VASP calculations for non-magnetic face-centred cubic beryllium (one-atom cell) with GGA functionals, with and without dispersion corrections, using the recommended PAW PBE potentials, a 600 eV plane-wave cutoff and a 14×14×14 k-point mesh. The cell was relaxed separately with each method, for a static lattice. The cutoff and mesh are usual working values, not converged limits, so small differences between the volumes may hold some numerical error.

| method | smearing | equilibrium volume (Å³/atom) |
| --- | --- | --- |
| PBE | methfessel paxton 0.1eV | 7.874 |
| PBEsol | methfessel paxton 0.1eV | 7.817 |
| revPBE | Fermi Dirac 0.05eV | 8.052 |
| revPBE-D2 | Fermi Dirac 0.05eV | 7.614 |
| revPBE-D3 | Fermi Dirac 0.05eV | 7.304 |
| revPBE-D3(BJ) | Fermi Dirac 0.05eV | 7.066 |
| revPBE-D4 | Fermi Dirac 0.05eV | 7.759 |
| revPBE-dDsC | Fermi Dirac 0.05eV | 7.951 |

In these VASP calculations, five dispersion corrections, all added to revPBE, shrink the same face-centred cubic beryllium crystal by anything from about 1 % (dDsC) to 12 % (D3(BJ)). The five volumes spread over 0.885 Å³ per atom, while the three functionals without a correction differ by only 0.235 Å³. PBE and PBEsol were run with a different smearing from the revPBE rows, so the smaller figure may hold a little of that as well. For a density, then, the choice of correction matters more here than the choice among these functionals. But revPBE is known to carry large dispersion terms, so the same need not hold for corrections added to PBE or PBEsol. The puzzle is what makes one correction shrink the crystal so much more than another.

The tempting answer is that the contraction measures how much dispersion energy is added. The calculations seem to agree: over the five corrected rows the two quantities correlate with a coefficient of 0.97. D2 and D4 break the rule. D4 adds 3 % more dispersion energy than D2, yet its contraction is only two thirds as large. The D4 run stopped with a small residual pressure, but this is worth only about 0.02 Å³, against a gap of 0.145 Å³ between the two volumes.

The flaw lies in the idea itself. An attraction that lowered the energy equally at every volume would strengthen the binding and leave the volume where it was. A crystal contracts only if the attraction grows as the atoms approach, and it stops where that growing gain no longer pays for the squeezing of the electrons. What counts is therefore the slope of the dispersion energy with volume, set against the stiffness of the crystal.

The cost of squeezing can be read from the same calculations. Subtracting the dispersion energy from the total leaves the energy of revPBE itself at six volumes. With $V$ the volume per atom and $x$ the contraction from the revPBE volume, a curve fitted to these six rows gives the rise

$$\Delta E = a x^2 + b x^3,\quad a = 42.6\ \mathrm{meV/Å^6},\quad b = 11.6\ \mathrm{meV/Å^9}.$$

At the minimum of the corrected energy, the slope of this curve must equal the inward pull of the correction. Multiplied by $V$ and divided by the size $E_\mathrm{d}$ of the dispersion energy, the pull becomes a pure number, the steepness $s$. It tells by how many per cent the attraction grows when the volume falls by one per cent.

For D2, one of the fitted rows, $x$ is 0.438 Å³ and $E_\mathrm{d}$ is 228 meV, so that

$$\frac{\mathrm{d}\Delta E}{\mathrm{d}x} = 2(42.6)(0.438) + 3(11.6)(0.438)^2 \approx 44\ \mathrm{meV/Å^3},$$

$$s \approx \frac{44 \times 7.61}{228} \approx 1.5.$$

The same steps give D4 a steepness of only about 0.9, or 1.0 once its residual pressure is counted. Its attraction is as large as that of D2 but changes less with volume, so it pulls less. Because the pull is inferred from the volume at which each crystal came to rest, this is a diagnosis of the contraction and no independent prediction of it.

A second rival keeps the simplest picture of dispersion, an attraction between atom pairs that falls off as the inverse sixth power of distance. Volume goes as the cube of distance, so such an energy varies as $V^{-2}$ and its steepness is 2. All five corrections fall short of that, with values between about 1.0 and 1.5. Theory supplies a reason: each recipe damps its attraction at short range, where the functional already describes part of the correlation, and the nearest neighbours in a dense metal sit in that range. In dDsC the pair coefficients also follow the electron density and so can change with volume, and in D4 a repulsive three-body term may flatten the slope further, but these runs don't separate such effects from the damping.

D3(BJ) shows how steepness and stiffness work together. Its dispersion energy is 3.5 times that of D2, but its attraction is less steep, so the pull is only 2.7 times as strong. The crystal also resists more the further it is squeezed, which cuts the ratio of the contractions to about 2.3. Large as it is, the contraction is smaller than the amount of energy alone would suggest.

For a neighbouring case the rule is short. While the contraction is small, its fraction of the volume is roughly $sE_\mathrm{d}/(BV)$, where $B$ is the bulk modulus, the resistance to uniform compression. A soft crystal yields more to a given pull than a stiff one, and a large dispersion energy with a flat slope does little to the volume.

None of this makes the smallest volume the best one. Ordinary beryllium has a hexagonal structure, not the cubic one calculated here, so the table can't rank the methods by accuracy. There is a physical reason to distrust the largest contractions, though: pair coefficients derived from atoms and molecules leave out much of the screening by the mobile electrons of a metal, and so tend to bind it too strongly. The makers of the data also warn, from tests on other systems, that the closely related functional RPBE shrinks metals far too much when combined with D3(BJ). No RPBE run is included here, so that warning is a reason for caution about the 12 % contraction and doesn't show that it is wrong. The analysis printed below gives the pull and steepness for each correction.

The analysis program printed:

```
fit of lift on 6 rows (rev): coefficient of x2 42.57 +/- 0.072, coefficient of x3 11.55 +/- 0.078; rms 0.0101, worst revPBE-D4 -0.016, leave-one-out rms 0.0423
  rows outside the fit (model, value, miss): PBE 1.414, 0, 1.41; PBEsol 2.501, 0, 2.5
Contraction from revPBE and force balance (0 in the last five columns where there is no correction):
            row  contraction A^3  contraction %  revPBE energy rise meV  contraction per eV of dispersion  inward pull GPa  steepness without residual pressure  steepness with residual pressure
            PBE            0.178          2.211                       0                                 0                0                                    0                                 0
         PBEsol            0.235          2.919                       0                                 0                0                                    0                                 0
         revPBE                0              0                       0                                 0                0                                    0                                 0
      revPBE-D2            0.438           5.44                   9.146                             1.921            7.072                                1.467                             1.474
      revPBE-D3            0.748           9.29                   28.64                             1.612            13.38                                1.308                             1.315
  revPBE-D3(BJ)            0.986          12.25                   52.46                             1.226            18.99                                1.033                             1.041
      revPBE-D4            0.293          3.639                   3.961                             1.243            4.807                               0.9191                            0.9877
    revPBE-dDsC            0.101          1.254                   0.438                             1.794            1.287                                1.265                             1.135
Correlation of contraction with dispersion energy over the five corrected rows: 0.9698
Stiffness (bulk modulus) of revPBE at its own volume from the curve in GPa: 109.8
PBE volume less PBEsol volume in A^3: 0.057
Spread of the three uncorrected functionals in A^3: 0.235
Spread of the five corrected revPBE rows in A^3: 0.885
D4 dispersion energy over that of D2: 1.034
D4 contraction over that of D2: 0.6689
D4 inward pull over that of D2: 0.6798
D4 volume less D2 volume in A^3: 0.145
Rough volume error of D4 from its residual pressure in A^3: -0.0236
D3(BJ) dispersion energy over that of D2: 3.528
D3(BJ) inward pull over that of D2: 2.685
D3(BJ) contraction over that of D2: 2.251
```
